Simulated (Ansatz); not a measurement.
# Rh: other elements on the same sites

One table from this session's results is given with a row withheld; the runs are named, their logs left out.

Computed with Ansatz 0.2.0 (DFT PBEsol, scalar-relativistic, plane waves, PAW, unless a step's input says otherwise).

1 further run of the same task is left out (set aside as unsound or not needed).

**The starting structure**

Symmetry: Fm-3m, No. 225, cubic system. Conventional cell: a = 3.780 Å, b = 3.780 Å, c = 3.780 Å, α = 90.00°, β = 90.00°, γ = 90.00°. Rh (site symmetry m-3m) has 12 Rh at 2.67 Å as nearest neighbours.

As a file:

```
Rh
1.0
     0.00000    1.89000    1.89000
     1.89000    0.00000    1.89000
     1.89000    1.89000    0.00000
Rh
1
Cartesian
  0.0000 0.0000 0.0000
```

It goes back to an entry of the Materials Project.

This cell was relaxed beforehand with the same method: volume 13.50 Å³/atom, gap on the mesh none (metal).

The first run:

input.yaml

```yaml
crystal:
  lattice:
    - [0.0, 1.862790444, 1.862790444]
    - [1.862790444, 0.0, 1.862790444]
    - [1.862790444, 1.862790444, 0.0]
  atoms:
    - { symbol: Pd, position: [0.0, 0.0, 0.0] }
basis:
  ecutwfc: 420
kpoints:
  mp_grid: { grid: [8, 8, 8] }
hamiltonian:
  xc: pbesol
scf:
  occupations: { method: gaussian, width: 0.1 }
output:
  forces: true
  stress: true
  eigenvalues: true
```

On the command line:

```console
> ansatz run input.yaml --threads 1 --pin off --max-ram 2560MiB --backend cpu --events-out ev --progress --plain --runs-dir out
```

Steps of the session up to this table: Quick check of gap, pressure and forces (Pd); Rough relaxation on the coarse mesh (Pd); Full relaxation (Pd); Quick check of gap, pressure and forces (Ru); A loose first relaxation (Ru); Full relaxation (Ru).

One of the session's tables, all rows but one given; the rest of the session is left out.

```
   swap  volume (Å³/atom)  a (Å)  b (Å)  c (Å)
   none             13.50  2.673  2.673  2.673
Rh → Co             10.43  2.452  2.452  2.452
Rh → Ir                 ?      ?      ?      ?
Rh → Pd             14.55  2.740  2.740  2.740
Rh → Ru             13.38  2.665  2.665  2.665
```

Q: Estimate the row for Rh → Ir from the others.

**Answer.** volume (Å³/atom): 14.05; a (Å): 2.708; b (Å): 2.708; c (Å): 2.708. In the column «volume (Å³/atom)» it lies between none (13.50) and Rh → Pd (14.55).

Lengths are those of the computed cell. Rows of earlier swaps come from the sessions before.
